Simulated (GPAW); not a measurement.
The system is AlN.

```
CELL_PARAMETERS angstrom
3.11300 0.00000 0.00000
-1.55650 2.69594 0.00000
0.00000 0.00000 4.98100
ATOMIC_POSITIONS crystal
Al 0.66667 0.33333 0.50000
Al 0.33333 0.66667 0.00000
N 0.66667 0.33333 0.88000
N 0.33333 0.66667 0.38000
```

Base run:

```yaml
Program: GPAW 26.7.0
Functional: r2SCAN
Potentials_or_basis: GPAW PAW data sets (gpaw-data 1.2.1)
Cutoff: 800 eV
Basis: pw
k_mesh: 7 × 7 × 4
Occupations: fermi-dirac, width 0.05 eV
Spin: no spin polarisation
```

Its results: band gap on the k mesh 4.95 eV, direct; largest force 0.129 eV/Å.

Task: The run is repeated on the same cell with these changes: functional from r2SCAN to C09-vdW. What comes out?

Result: Band gap on the k mesh 4.28 eV, direct; largest force 0.134 eV/Å.

Caveats: the PAW data sets were made with another functional, which shifts forces and pressure a little.
